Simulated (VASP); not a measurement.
# Rh in VASP: relaxation of the atoms with PBE

Aim: the relaxation of the atoms of Rh with PBE.

Everything below comes from runs of VASP 6.6.1. Logs are shortened: lines on timing, memory, paths and dates and some standing lists are left out, and cuts for length are marked.

## (1) Starting point

The cell holds a slab with vacuum, 3 atoms: a = 2.719 Å, b = 2.719 Å, c = 25.632 Å, α = 90.00°, β = 90.00°, γ = 120.00°.

The cell was built by a generator and needn't be a form met in nature.

## (2) Relaxation of the atoms, PBE

INCAR

```
SYSTEM = Rh
ALGO     = Normal         ! electronic algorithm
DIPOL    = 0.5 0.5 0.500
EDIFF    = 1E-6           ! SCF threshold, eV
EDIFFG   = -0.02          ! ionic threshold
ENCUT    = 520            ! plane-wave cutoff, eV
GGA      = PE             ! functional
IBRION   = 2              ! ionic algorithm
IDIPOL   = 3            
ISIF     = 2              ! what is computed and relaxed
ISMEAR   = 1              ! smearing method
KPAR     = 2            
LASPH    = .True.         ! aspherical terms in the spheres
LCHARG   = .False.        ! write CHGCAR
LDIPOL   = .True.       
LREAL    = .False.        ! projectors in reciprocal space
LWAVE    = .False.        ! write WAVECAR
NELM     = 120            ! most SCF steps
NSW      = 90             ! ionic steps
PREC     = Accurate       ! precision mode
SIGMA    = 0.1            ! smearing width, eV
```

KPOINTS

```
k-points
0
Gamma
  14 14 1
  0 0 0
```

POSCAR

```
Rh
1.0
    2.7193470000      0.0000000000      0.0000000000
   -1.3596735000      2.3550235400      0.0000000000
    0.0000000000      0.0000000000     25.6324044400
Rh
3
Direct
    0.6666670000      0.3333330000      0.4144080400
    0.3333340000      0.6666660000      0.4999980200
    0.0000000000      1.0000000000      0.5855919600
```

Potentials or basis: VASP PAW PBE potentials, release 64 (Rh_pv).

Run with:

```console
cat potpaw_PBE.64/Rh_pv/POTCAR > POTCAR
mpirun -np 2 vasp_std > vasp.out
```

OUTCAR:

```text
SYSTEM = Rh
   EDIFF = 1E-6
   EDIFFG = -0.02
   ENCUT = 520
   GGA = PE
   IBRION = 2
   ISIF = 2
   ISMEAR = 1
   LASPH = .True.
   LREAL = .False.
   NELM = 120
   NSW = 90
   PREC = Accurate

 ion  position               nearest neighbor table
   1  0.667  0.333  0.414-   2 2.70   2 2.70   2 2.70
   2  0.333  0.667  0.500-   1 2.70   1 2.70   1 2.70   3 2.70   3 2.70   3 2.70
   3  0.000  0.000  0.586-   2 2.70   2 2.70   2 2.70

  LATTYP: Found a hexagonal cell.
 ALAT       =     2.7193470000
 C/A-ratio  =     9.4259410219

  Lattice vectors:

 A1 = (   2.7193470000,   0.0000000000,   0.0000000000)
 A2 = (  -1.3596735000,   2.3550235400,   0.0000000000)
 A3 = (   0.0000000000,   0.0000000000,  25.6324044400)

Analysis of symmetry for initial positions (statically):
=====================================================================
 Subroutine PRICEL returns:
 Original cell was already a primitive cell.

 Routine SETGRP: Setting up the symmetry group for a
 hexagonal supercell.

 Subroutine GETGRP returns: Found 12 space group operations
 (whereof  6 operations were pure point group operations)
 out of a pool of 24 trial point group operations.

The static configuration has the point symmetry C_3v.
 The point group associated with its full space group is D_3d.

Analysis of symmetry for dynamics (positions and initial velocities):
=====================================================================
 Subroutine PRICEL returns:
 Original cell was already a primitive cell.

 Routine SETGRP: Setting up the symmetry group for a
 hexagonal supercell.

 Subroutine GETGRP returns: Found 12 space group operations
 (whereof  6 operations were pure point group operations)
 out of a pool of 24 trial point group operations.

The dynamic configuration has the point symmetry C_3v.
 The point group associated with its full space group is D_3d.

 Subroutine INISYM returns: Found 12 space group operations
 (whereof  6 operations are pure point group operations),
 and found     1 'primitive' translations

----------------------------------------------------------------------------------------

                                     Primitive cell

  volume of cell :     164.1532

  direct lattice vectors                    reciprocal lattice vectors
     2.719347000  0.000000000  0.000000000     0.367735342  0.212312103  0.000000000
    -1.359673500  2.355023540  0.000000000     0.000000000  0.424624206  0.000000000
     0.000000000  0.000000000 25.632404440     0.000000000  0.000000000  0.039013117

  length of vectors
     2.719347000  2.719346962 25.632404440     0.424624200  0.424624206  0.039013117

  position of ions in fractional coordinates (direct lattice)
     0.666667000  0.333333000  0.414408040
     0.333334000  0.666666000  0.499998020
     0.000000000  0.000000000  0.585591960

  ion indices of the primitive-cell ions
   primitive index   ion index
                 1           1
                 2           2
                 3           3

----------------------------------------------------------------------------------------

 KPOINTS: k-points

Automatic generation of k-mesh.
 Grid dimensions read from file:
 generate k-points for:   14   14    1

 Generating k-lattice:

  Cartesian coordinates                     Fractional coordinates (reciprocal lattice)
     0.026266810  0.015165150  0.000000000     0.071428571  0.000000000  0.000000000
     0.000000000  0.030330300  0.000000000     0.000000000  0.071428571  0.000000000
     0.000000000  0.000000000  0.039013117     0.000000000  0.000000000  1.000000000

  Length of vectors
     0.030330300  0.030330300  0.039013117

  Shift w.r.t. Gamma in fractional coordinates (k-lattice)
     0.000000000  0.000000000  0.000000000

 Subroutine IBZKPT returns following result:
 ===========================================

 Found     24 irreducible k-points:

 Following reciprocal coordinates:
            Coordinates               Weight
  0.000000  0.000000  0.000000      1.000000
  0.071429  0.000000  0.000000      6.000000
  0.142857  0.000000  0.000000      6.000000
  0.214286  0.000000  0.000000      6.000000
  0.285714  0.000000  0.000000      6.000000
  0.357143  0.000000  0.000000      6.000000
[... 16 lines left out ...]
  0.285714  0.285714  0.000000      6.000000
  0.357143  0.285714  0.000000      6.000000
   k-points           NKPTS =     24   k-points in BZ     NKDIM =     24   number of bands    NBANDS=     27
   number of dos      NEDOS =    301   number of ions     NIONS =      3
   total plane-waves  NPLWV =  76800
   dimension x,y,z NGX =    20 NGY =   20 NGZ =  192
   dimension x,y,z NGXF=    40 NGYF=   40 NGZF=  384
   ions per type =               3
   NGX,Y,Z   is equivalent  to a cutoff of  12.23, 12.23, 12.45 a.u.
   NGXF,Y,Z  is equivalent  to a cutoff of  24.45, 24.45, 24.91 a.u.
 SYSTEM =  Rh
   PREC   = accura    normal or accurate (medium, high low for compatibility)
   ISTART =      0    job   : 0-new  1-cont  2-samecut
   ICHARG =      2    charge: 1-file 2-atom 10-const
   ISPIN  =      1    spin polarized calculation?
   LNONCOLLINEAR =      F non collinear calculations
   LSORBIT =      F    spin-orbit coupling
   LASPH  =      T    aspherical Exc in radial PAW
   ENCUT  =  520.0 eV  38.22 Ry    6.18 a.u.   5.06  5.06 47.66*2*pi/ulx,y,z
   NELM   =    120;   NELMIN=  2; NELMDL= -5     # of ELM steps
   EDIFF  = 0.1E-05   stopping-criterion for ELM
   LREAL  =      F    real-space projection
   EDIFFG = -.2E-01   stopping-criterion for IOM
   NSW    =     90    number of steps for IOM
   IBRION =      2    ionic relax: 0-MD 1-quasi-New 2-CG
   NFREE  =      1    steps in history (QN), initial steepest desc. (CG)
   ISIF   =      2    stress and relaxation
   ISYM   =      2    0-nonsym 1-usesym 2-fastsym
   POTIM  = 0.5000    time-step for ionic-motion
   TEBEG  =    0.0;   TEEND  =   0.0 temperature during run
   PSTRESS=    0.0 pullay stress
   NELECT =      45.0000    total number of electrons
   NUPDOWN=      -1.0000    fix difference up-down
   EMIN   =  10.00;   EMAX   =-10.00  energy-range for DOS
   EFERMI =   0.00;   METHOD = LEGACY
   ISMEAR =     1;   SIGMA  =   0.10  broadening in eV -4-tet -1-fermi 0-gaus
   EFERMI_NEDOS =   21; number of points for ismear=-14 and -15
   IALGO  =     38    algorithm
   IMIX   =      4    mixing-type and parameters
     AMIX     =   0.40;   BMIX     =  1.00
     AMIX_MAG =   1.60;   BMIX_MAG =  1.00
  volume/ion in A,a.u.               =      54.72       369.25
  Fermi-wavevector in a.u.,A,eV,Ry     =   1.063480  2.009685 15.388044  1.130989
  Thomas-Fermi vector in A             =   2.198966
   LORBIT       =      0    0 simple, 1 ext, 2 COOP (PROOUT), +10 PAW based schemes
   GGA     = PE    functional components
   LHFCALC =     F    Hartree Fock is set to
   AEXX    =    0.0000 exact exchange contribution
   IVDW    =     0    specifies the selected vdW correction
   LEPSILON=     F    determine dielectric tensor
   LRPA    =     F    only Hartree local field effects (RPA)
 conjugate gradient relaxation of ions
 non-spin polarized calculation
 Methfessel and Paxton  Order N= 1 SIGMA  =   0.10
  energy-cutoff  :      520.00
  volume of cell :      164.15
 maximum number of plane-waves:      4457
   NGX = 11   NGY = 11   NGZ = 95

--------------------------------------- Ionic step        1  -------------------------------------------

 number of electron      44.9999995 magnetization

 Free energy of the ion-electron system (eV)
  ---------------------------------------------------
  ext. energy  EPLUGINS =         0.00000000
  ---------------------------------------------------
  free energy    TOTEN  =       -20.14338626 eV

  energy without entropy =      -20.14290523  energy(sigma->0) =      -20.14322592

------------------------ aborting loop because EDIFF is reached ----------------------------------------

  FORCE on cell =-STRESS in cart. coord.  units (eV):
  Direction    XX          YY          ZZ          XY          YZ          ZX
  --------------------------------------------------------------------------------------
  -------------------------------------------------------------------------------------
  Total       -3.0369870     -3.0369869     -1.7048196      0.0000000      0.0000000      0.0000000
  in kB      -29.6417805    -29.6417794    -16.6394810      0.0000000      0.0000000      0.0000000
  external PRESSURE =     -25.3076803 kB  Pullay stress =       0.0000000 kB
[... 59 lines left out ...]
  energy  without entropy=      -20.1537686914  energy(sigma->0) =      -20.15451045

--------------------------------------- Ionic step        3  -------------------------------------------

 number of electron      44.9999996 magnetization

 dipolmoment           0.000000      0.000000      0.000442 electrons x Angstroem

 Free energy of the ion-electron system (eV)
  ---------------------------------------------------
  ext. energy  EPLUGINS =         0.00000000
  ---------------------------------------------------
  free energy    TOTEN  =       -20.16127203 eV

  energy without entropy =      -20.15913440  energy(sigma->0) =      -20.16055949

 E-fermi :  -0.7720     XC(G=0):  -4.2665

 val. band max:       -0.7784535459   @ k =   0.2857   0.0714   0.0000
 cond. band min:      -0.7677632821   @ k =   0.4286   0.0714   0.0000
 fundamental gap:      0.0106902638
 Fermi energy:        -0.7720255754

 k-point     1 :       0.0000    0.0000    0.0000
  band No.  band energies     occupation
      1     -47.7423      2.00000
      2     -47.2638      2.00000
      3     -47.2638      2.00000
      4     -47.0284      2.00000
      5     -46.9159      2.00000
      6     -46.8740      2.00000
[... 709 lines left out ...]
     26       5.8190      0.00000
     27       6.7287      0.00000

------------------------ aborting loop because EDIFF is reached ----------------------------------------

 vacuum level on the upper side and lower side of the slab       (xc-potential included)        -0.144        -0.156

  FORCE on cell =-STRESS in cart. coord.  units (eV):
  Direction    XX          YY          ZZ          XY          YZ          ZX
  --------------------------------------------------------------------------------------
  -------------------------------------------------------------------------------------
  Total       -2.4882916     -2.4882915     -0.1017698      0.0000000     -0.0000000      0.0000000
  in kB      -24.2863715    -24.2863706     -0.9932994      0.0000000     -0.0000000      0.0000000
  external PRESSURE =     -16.5220139 kB  Pullay stress =       0.0000000 kB

 VOLUME and BASIS-vectors are now :
 -----------------------------------------------------------------------------
  energy-cutoff  :      520.00
  volume of cell :      164.15
      direct lattice vectors                 reciprocal lattice vectors
     2.719347000  0.000000000  0.000000000     0.367735342  0.212312103  0.000000000
    -1.359673500  2.355023540  0.000000000     0.000000000  0.424624206  0.000000000
     0.000000000  0.000000000 25.632404440     0.000000000  0.000000000  0.039013117
[... 9 lines left out ...]
  FREE ENERGIE OF THE ION-ELECTRON SYSTEM (eV)
  ---------------------------------------------------
  free  energy   TOTEN  =       -20.1612720323 eV

  energy  without entropy=      -20.1591344001  energy(sigma->0) =      -20.16055949

 reached required accuracy - stopping structural energy minimisation

 vacuum level on the upper side and lower side of the slab         4.137         4.124
```

Run time: 98 s. Hardware: 2 MPI ranks of Intel Xeon Platinum 8488C (Sapphire Rapids), shared host; peak memory 0.29 GiB.

Results:

- Free energy: -20.1613 eV
- Energy gained by relaxing: 6.0 meV/atom
- Ionic steps: 3
- Largest force after relaxing: 0.015 eV/Å
- Band gap on the k mesh: none (metal or under the smearing width)

Forces on the atoms (eV/Å):
```
Rh   0.000  0.000  0.015
Rh   0.000  0.000  0.000
Rh   0.000  0.000 -0.015
```

Step by step:
```tsv
step	energy change (eV)	largest force (eV/Å)	pressure (GPa)
1	0.0000	0.3837	-2.53
2	-0.0115	0.2342	-2.18
3	-0.0179	0.0146	-1.65
```

Final structure:
```
Rh
1.0
     2.71935    0.00000    0.00000
    -1.35967    2.35502    0.00000
     0.00000    0.00000   25.63240
Rh
3
Direct
  0.66667 0.33333 0.41611
  0.33333 0.66667 0.50000
  0.00000 0.00000 0.58389
```
